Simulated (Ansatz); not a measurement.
# CuO (F-43m) in Ansatz: a series of runs

One crystal, CuO, is run at these levels: r2SCAN+U; tasks: single point.

All numbers are computed with Ansatz 0.2.0; they aren't measurements. Logs are shortened: lines on timing, memory, paths and dates and some standing lists are left out, and cuts for length are marked.

## 1. Starting point

It takes space group F-43m (No. 216, cubic). The conventional cell has a = 4.655 Å, b = 4.655 Å, c = 4.655 Å, α = 90.00°, β = 90.00°, γ = 90.00°. Around Cu (site symmetry -43m) lie 4 O at 2.02 Å. O (site symmetry -43m) has 4 Cu at 2.02 Å as nearest neighbours.

Measurements of this composition are mostly on another form, of space group No. 15.

## 2. Single point, r2SCAN+U, collinear spin, random start

input.yaml

```yaml
crystal:
  lattice:
    - [0.0, 2.32725273, 2.32725273]
    - [2.32725273, 0.0, 2.32725273]
    - [2.32725273, 2.32725273, 0.0]
  atoms:
    - { symbol: Cu, position: [0.0, 0.0, 0.0], spin: -0.48 }
    - { symbol: O, position: [0.25, 0.25, 0.25] }
hamiltonian:
  xc: r2scan
  pseudopotentials: { kind: paw }
  hubbard: { sites: [{ species: Cu, l: d, u_eff: 8.0 }] }
magnetization:
  spin_polarized: true
kpoints:
  mp_grid: { grid: [7, 7, 7] }
scf:
  occupations: { method: gaussian, width: 0.05 }
output:
  forces: true
  stress: true
  eigenvalues: true
  write_density: true
  write_potential: true
  elf: true
  volumetric_format: npy
```

Potentials or basis: Ansatz PAW.

The run is started by

```bash
$ ansatz run input.yaml --threads 2 --pin off --max-ram 5632MiB --backend cpu --events-out ev --progress --plain --runs-dir out
```

Standard output:

```text
Warning: RAYON_NUM_THREADS=2 ignored (pool sized by the plan → 2); use --threads N
Cu: projections on atomic orbitals take those of the free atom [Ne] 3s2 3p6 3d10 4s1, of charge +0.00 (hamiltonian.pseudopotentials.projection_atoms); the dataset's partial waves leave at most 2.0e-6 of an orbital's norm unspanned inside its sphere
O: projections on atomic orbitals take those of the free atom [He] 2s2 2p4, of charge +0.00 (hamiltonian.pseudopotentials.projection_atoms); the dataset's partial waves leave at most 1.9e-8 of an orbital's norm unspanned inside its sphere
Engine: ansatz 0.2.0, x86_64-unknown-linux-gnu
Pseudopotentials: kind: paw
Pseudopotential: Cu, paw, valence charge 19, recommended cutoff 500 eV (meta_gga), Cu.paw.azcp
Pseudopotential: O, paw, valence charge 6, recommended cutoff 500 eV (meta_gga), O.paw.azcp
Functional definition: r2SCAN
  parameter k0 = 0.174
  parameter k1 = 0.065
  parameter a1 = 4.9479
  exchange = r2scan_x(k0 = k0, k1 = k1, a1 = a1)
  correlation = r2scan_c
Crystal: 2 atoms, lattice volume = 25.209 Å³
Basis set: ecut = 500 eV, 645 PW (Γ), exchange–correlation on 100×100×100 points (64 copies of the dense FFT grid, shifted against one another)
Bands: 17, of which v1, the nominal top of the filled ones, is band 13 counted from 1 (12 counted from 0)
Symmetry: 24 space group operations
Space group: F-43m (ITA 216), of the structure as read, at distance tolerance 2.9e-5 Å
Magnetic group: BNS 216.74 (UNI 1576), of the structure as read, at distance tolerance 2.9e-5 Å
k-points: 20 of 343 (time reversal used)
Non-local potential: Cu, projectors of the file, l = 0: 3, l = 1: 2, l = 2: 3, l = 3: 1
Non-local potential: O, projectors of the file, l = 0: 2, l = 1: 2, l = 2: 1
PAW form: soft (Blöchl's): semilocal exchange-correlation on the pseudo side does not see the compensation charge
PAW frozen core: Cu, regenerated for the run's functional (the file was generated under x = pbe(κ = 0.804, μ = 0.2195149727645171), c = pbe(β = 0.06672455060314922))
PAW frozen core: O, regenerated for the run's functional (the file was generated under x = pbe(κ = 0.804, μ = 0.2195149727645171), c = pbe(β = 0.06672455060314922))
PAW one-centre angular grid: Cu, 590 points (default); XC on 160 Gauss nodes
PAW one-centre angular grid: O, 302 points (default); XC on 160 Gauss nodes
Initial density: superposition of atomic densities (chi_scale 0.1, normalization cell, long waves kept (reshape's long-wave potential 0.00 eV rms))
Starting moments: Σ|m| = 0.48 μB on 1 of 2 sites
Initial wavefunctions: pseudopotential atomic-orbital guess
Functional: x = r2scan, c = r2scan; τ floored in thin density (d = 2e-4 eV/Å³)
SCF iter   1: F=—  HF=-7196.674244 eV  |F-HF|=—  |Δ(HF+E_count)|=         —  Δρ=9.56e-2 (↑9.56e-2 ↓3.06e-2)  dr2=2.60e0  dr2_τ=6.38e-3  dr2_m=3.44e-1  M=-0.204 μB ∫|m|=0.204 μB  β_m=0.30  ethr=3.10e-3  ⟨swp⟩=5.9  Hψ=3022  notcnv=0
preconditioner: auto → Kerker (q_TF=auto, 2.725 Å⁻¹)  [metal: Δε(μ)=0.017 eV  Ē_g=16.322 eV  σ=0.050 eV  W_gap=0.19  n_scr=14 (ndim 8)  ℏωp=30.5 eV  f_vac=0.043  D(μ)=3.36/eV (n_scr^D=58)]
spin=Collinear: Kerker preconditioning applied to the charge; magnetization (m = ρ↑ − ρ↓) channel mixes plain (no charge-response kernel on spin).
SCF iter   2: F=—  HF=-7196.207603 eV  |F-HF|=—  |Δ(HF+E_count)|=   4.67e-1  Δρ=3.38e-2 (↑3.38e-2 ↓1.80e-2)  dr2=1.82e-1  dr2_τ=9.29e-3  dr2_m=1.07e-1  M=-0.340 μB ∫|m|=0.340 μB  β_m=0.30  ethr=3.10e-3  ⟨swp⟩=2.2  Hψ=1467  notcnv=0  defer=22  κ⁻¹=1.0e0(r=1)
preconditioner: auto → none  [insulator: Δε(μ)=0.058 eV  Ē_g=15.900 eV  σ=0.050 eV  W_gap=0.59  n_scr=14 (ndim 8)  ℏωp=30.5 eV  f_vac=0.051  D(μ)=2.99/eV (n_scr^D=50)  ε∞_Penn≈4.7]
SCF iter   3: F=—  HF=-7196.240449 eV  |F-HF|=—  |Δ(HF+E_count)|=   3.28e-2  Δρ=1.75e-2 (↑1.75e-2 ↓1.63e-2)  dr2=3.36e-2  dr2_τ=1.78e-3  dr2_m=4.90e-2  M=-0.408 μB ∫|m|=0.409 μB  β_m=0.30  ethr=7.28e-4  ⟨swp⟩=2.1  Hψ=1114  notcnv=0  defer=20  κ⁻¹=5.1e-3(r=2)
SCF iter   4: F=—  HF=-7196.305154 eV  |F-HF|=—  |Δ(HF+E_count)|=   6.47e-2  Δρ=1.33e-2 (↑1.18e-2 ↓1.33e-2)  dr2=6.62e-3  dr2_τ=1.03e-3  dr2_m=3.25e-2  M=-0.500 μB ∫|m|=0.503 μB  β_m=1.00  ethr=1.35e-4  ⟨swp⟩=2.0  Hψ=1150  notcnv=0  defer=20  κ⁻¹=2.8e-3(r=3)
[... 20 lines left out ...]
this state was not tested for a lower state beside it, because the mixer in use, unlike msr1, does not test its closes by its own steps (another_mixer; see scf.mixing.algorithm and scf.lower_state_search)
SCF converged after 20 iterations
Magnetization: -1.0000 μB (12.0000 up, 13.0000 down)
Absolute magnetization: 1.0878 μB (∫|ρ↑−ρ↓|, with the PAW one-centre terms)
Spin contamination: 0.0083 ħ² per cell (⟨S²⟩ above its minimum at these occupations)
Per-site moments (μB) at R_I (Å): [(-0.3942239853668575, 0.8313772438977585), (-0.6078253661169299, 0.8313772438977585)]
Free energy (F): -7196.431992 eV
Harris-Foulkes:  -7196.431992 eV  (|F-HF|=9.15e-8)
Internal energy: -7196.429432 eV  (E = F + TS)
E sigma→0 (E₀):  -7196.430712 eV
Entropy (-TS):   -0.002560 eV (-1.280 meV/atom)
Fermi energy:    7.011062 eV
--- Per-component energies (eV) ---
  E_band       = -557.029719
  E_kinetic    = 470.009833
  E_local      = -5355.898416  (includes V_loc(G=0)·N_el)
  E_nonlocal   = 455.630485
  E_hartree    = 2331.147341
  E_xc         = -153.144085
  E_vxc        = -224.129819  (∫ρ·V_xc dr)
  E_hubbard    = 1.357458  (on-site DFT+U / exact-exchange correction)
  E_vhub       = -35.777825  (the Hubbard potential's part of the band-sum identity)
  E_paw        = -1846.810291  (= ΣΔE_a)
  E_vpaw       = -544.326394  (= ΣTr[D̂ρ^β])
  E_aug_tail   = 0.001208  (compensation charges beyond the density's cutoff)
  E_vtau       = 15.167703  (kinetic-family band-sum trace: ∫τ·v_τ [+ j·A + Jᵃ·Aᵃ] dr)
  E_ewald      = -3098.389916
  E_core_change = -0.333049  (= ΣΔE_core)
  E_smearing   = -0.002560  (= −TS)
  E_closure    = 0.000000  (closes the sum)
  Σ components = -7196.431992   (vs F -7196.431992, Δ=0.00e0)
--- Forces (eV/Å), atoms counted from 1 ---
  atom   1  Cu     0.00000000    -0.00000000    -0.00000000
  atom   2  O      0.00000000    -0.00000000    -0.00000000
  max |Σ_I F_I| component: 1.18e-16 eV/Å
--- Stress (GPa, compression-positive) ---
       -8.002844      -0.000000      -0.000000
        0.000000      -8.002844      -0.000000
        0.000000      -0.000000      -8.002844
  P = ⅓ Tr σ = -8.0028 GPa (-80.028 kbar)
--- Band table (eV; the first three rows and the last of 40) ---
  k-point 0 ↑: bands = ["-106.1846", "-62.0504", "-62.0504", "-62.0504", "-11.1400", "2.4307", "2.4307", "2.4307", "3.3683", "3.3683", "8.3786", "8.3786", "8.3786", "9.3515", "22.7077", "22.7077", "22.7077"]
  k-point 1 ↑: bands = ["-106.1846", "-62.0514", "-62.0506", "-62.0506", "-11.0580", "2.3288", "2.4792", "2.4792", "3.3872", "3.3872", "7.4949", "8.2299", "8.2299", "10.4624", "21.0566", "22.8448", "22.8448"]
  k-point 2 ↑: bands = ["-106.1849", "-62.0534", "-62.0509", "-62.0509", "-10.8756", "2.2783", "2.5179", "2.5179", "3.5357", "3.5357", "6.1780", "7.8683", "7.8683", "12.2836", "18.6042", "22.7527", "22.7527"]
  k-point 19 ↓: bands = ["-106.8512", "-62.7077", "-62.7070", "-62.7056", "-11.9445", "1.1135", "1.8620", "2.4066", "2.7357", "3.3357", "3.4902", "4.4296", "5.3596", "15.7251", "17.3041", "18.5006", "20.9491"]
Occupation matrices written to <dir>
```

rho_z.tsv:

```text
# z_ang	rho[e/angstrom^3]	rho_spin[e/angstrom^3]
# format = ansatz-planar-average/11
# lattice	0.000000000	2.327252730	2.327252730
# lattice	2.327252730	0.000000000	2.327252730
# lattice	2.327252730	2.327252730	0.000000000
# sites	2
# site	29	0.000000000	0.000000000	0.000000000
# site	8	1.163626365	1.163626365	1.163626365
0.000000	2.982507e0	-8.006464e-2
0.131649	2.799241e0	-7.840428e-2
0.263299	2.284859e0	-7.157553e-2
0.394948	1.738677e0	-6.928198e-2
0.526597	1.344409e0	-7.376865e-2
0.658246	1.110653e0	-8.061169e-2
[... 17 lines left out ...]
3.027934	2.021811e0	-4.887701e-2
3.159583	2.674640e0	-6.908021e-2
```

It took 7 s on 2 threads of Intel Xeon Platinum 8259CL at 2.50GHz (Skylake/Cascade Lake), shared host; peak memory 0.43 GiB.

What came out:

```yaml
Free_energy: -7196.4320 eV
Pressure: -8.0 GPa
Band_gap_on_the_k_mesh: none (metal or under the smearing width)
Net_moment: -1.00 μB per cell
Absolute_moment: 1.09 μB per cell
Site_moments: Cu -0.39; O -0.61 μB
```

Eigenvalues of the final occupation matrices:
```tsv
site	spin	trace	eigenvalues
site 1	1	4.64	0.89 0.89 0.89 0.98 0.98
site 1	2	4.99	1.00 1.00 1.00 1.00 1.00
```

Caveat: the magnetic or orbital state may not be the lowest; a cell with one magnetic atom can't hold antiferromagnetic order, which such compounds often take; the PAW data sets come from PBE, with cores solved anew for the run's functional, which leaves a small shift of forces and pressure. The state reached can hang on the start; a lower one may exist.

## 3. Single point, r2SCAN+U, collinear spin, random start

input.yaml

```yaml
crystal:
  lattice:
    - [0.0, 2.32725273, 2.32725273]
    - [2.32725273, 0.0, 2.32725273]
    - [2.32725273, 2.32725273, 0.0]
  atoms:
    - { symbol: Cu, position: [0.0, 0.0, 0.0], spin: -0.34 }
    - { symbol: O, position: [0.25, 0.25, 0.25] }
hamiltonian:
  xc: r2scan
  pseudopotentials: { kind: paw }
  hubbard: { sites: [{ species: Cu, l: d, u_eff: 6.0 }] }
magnetization:
  spin_polarized: true
kpoints:
  mp_grid: { grid: [7, 7, 7] }
scf:
  occupations: { method: gaussian, width: 0.05 }
output:
  forces: true
  stress: true
  eigenvalues: true
```

Potentials or basis: Ansatz PAW.

The run is started by

```bash
$ ansatz run input.yaml --threads 2 --pin off --max-ram 5632MiB --backend cpu --events-out ev --progress --plain --runs-dir out
```

Standard output:

```text
Warning: RAYON_NUM_THREADS=2 ignored (pool sized by the plan → 2); use --threads N
Cu: projections on atomic orbitals take those of the free atom [Ne] 3s2 3p6 3d10 4s1, of charge +0.00 (hamiltonian.pseudopotentials.projection_atoms); the dataset's partial waves leave at most 2.0e-6 of an orbital's norm unspanned inside its sphere
O: projections on atomic orbitals take those of the free atom [He] 2s2 2p4, of charge +0.00 (hamiltonian.pseudopotentials.projection_atoms); the dataset's partial waves leave at most 1.9e-8 of an orbital's norm unspanned inside its sphere
[... 10 set-up lines as earlier in the session ...]
Crystal: 2 atoms, lattice volume = 25.209 Å³
Basis set: ecut = 500 eV, 645 PW (Γ), exchange–correlation on 100×100×100 points (64 copies of the dense FFT grid, shifted against one another)
Bands: 17, of which v1, the nominal top of the filled ones, is band 13 counted from 1 (12 counted from 0)
[... 2 set-up lines as earlier in the session ...]
Magnetic group: BNS 216.74 (UNI 1576), of the structure as read, at distance tolerance 2.9e-5 Å
k-points: 20 of 343 (time reversal used)
[... 4 set-up lines as earlier in the session ...]
[... 54 lines left out ...]
  E_hartree    = 2324.314683
  E_xc         = -153.361396
  E_vxc        = -224.411105  (∫ρ·V_xc dr)
  E_hubbard    = 1.166850  (on-site DFT+U / exact-exchange correction)
  E_vhub       = -26.344324  (the Hubbard potential's part of the band-sum identity)
  E_paw        = -1844.205262  (= ΣΔE_a)
  E_vpaw       = -539.426079  (= ΣTr[D̂ρ^β])
  E_aug_tail   = 0.001210  (compensation charges beyond the density's cutoff)
  E_vtau       = 15.165485  (kinetic-family band-sum trace: ∫τ·v_τ [+ j·A + Jᵃ·Aᵃ] dr)
  E_ewald      = -3098.389916
  E_core_change = -0.333049  (= ΣΔE_core)
  E_smearing   = -0.002634  (= −TS)
  E_closure    = -0.000000  (closes the sum)
  Σ components = -7196.796273   (vs F -7196.796273, Δ=0.00e0)
--- Forces (eV/Å), atoms counted from 1 ---
  atom   1  Cu     0.00000000    -0.00000000    -0.00000000
  atom   2  O      0.00000000    -0.00000000     0.00000000
  max |Σ_I F_I| component: 9.48e-17 eV/Å
--- Stress (GPa, compression-positive) ---
       -9.843768       0.000000       0.000000
        0.000000      -9.843768      -0.000000
        0.000000      -0.000000      -9.843768
  P = ⅓ Tr σ = -9.8438 GPa (-98.438 kbar)
--- Band table (eV; the first three rows and the last of 40) ---
  k-point 0 ↑: bands = ["-106.4851", "-62.3418", "-62.3418", "-62.3418", "-11.0715", "2.9063", "2.9063", "2.9063", "4.0778", "4.0778", "8.6346", "8.6346", "8.6346", "9.3513", "22.6796", "22.6796", "22.6796"]
  k-point 1 ↑: bands = ["-106.4851", "-62.3427", "-62.3419", "-62.3419", "-10.9838", "2.7525", "2.9563", "2.9563", "4.0924", "4.0924", "7.7707", "8.4880", "8.4880", "10.4856", "21.0401", "22.8162", "22.8162"]
  k-point 2 ↑: bands = ["-106.4853", "-62.3447", "-62.3423", "-62.3423", "-10.7861", "2.5744", "3.0158", "3.0158", "4.2147", "4.2147", "6.5670", "8.1301", "8.1301", "12.2968", "18.6021", "22.7207", "22.7207"]
  k-point 19 ↓: bands = ["-107.2539", "-63.0990", "-63.0983", "-63.0970", "-11.6882", "1.5890", "2.3397", "2.8075", "3.3690", "3.8351", "4.0550", "4.7927", "5.7115", "15.7175", "17.3061", "18.5487", "20.9520"]
Occupation matrices written to <dir>
```

It took 7.3 s on 2 threads of Intel Xeon Platinum 8259CL at 2.50GHz (Skylake/Cascade Lake), shared host; peak memory 0.43 GiB.

What came out:

| Item | Value |
| --- | --- |
| Free energy | -7196.7963 eV |
| Pressure | -9.8 GPa |
| Band gap on the k mesh | none (metal or under the smearing width) |
| Net moment | -1.00 μB per cell |
| Absolute moment | 1.08 μB per cell |
| Site moments | Cu -0.46; O -0.55 μB |

Levels at points of the mesh, in eV from the Fermi level:
Spin up:
```tsv
k point	band 9	band 10	band 11	band 12	band 13	band 14
(0.00, 0.00, 0.00)	-3.22	-3.22	1.34	1.34	1.34	2.06
```
Spin down:
| k point | band 9 | band 10 | band 11 | band 12 | band 13 | band 14 | band 15 | band 16 | band 17 |
| --- | --- | --- | --- | --- | --- | --- | --- | --- | --- |
| (0.00, 0.00, 0.00) | -3.66 | -3.66 | -0.20 | -0.20 | -0.20 | 1.80 | 15.35 | 15.35 | 15.35 |

Eigenvalues of the final occupation matrices:
| site | spin | trace | eigenvalues |
| --- | --- | --- | --- |
| site 1 | 1 | 4.57 | 0.87 0.87 0.87 0.98 0.98 |
| site 1 | 2 | 4.98 | 1.00 1.00 1.00 1.00 1.00 |

Caveat: the magnetic or orbital state may not be the lowest; a cell with one magnetic atom can't hold antiferromagnetic order, which such compounds often take; the PAW data sets come from PBE, with cores solved anew for the run's functional, which leaves a small shift of forces and pressure. The state reached can hang on the start; a lower one may exist.

(Part 1 of 2 ends here.)
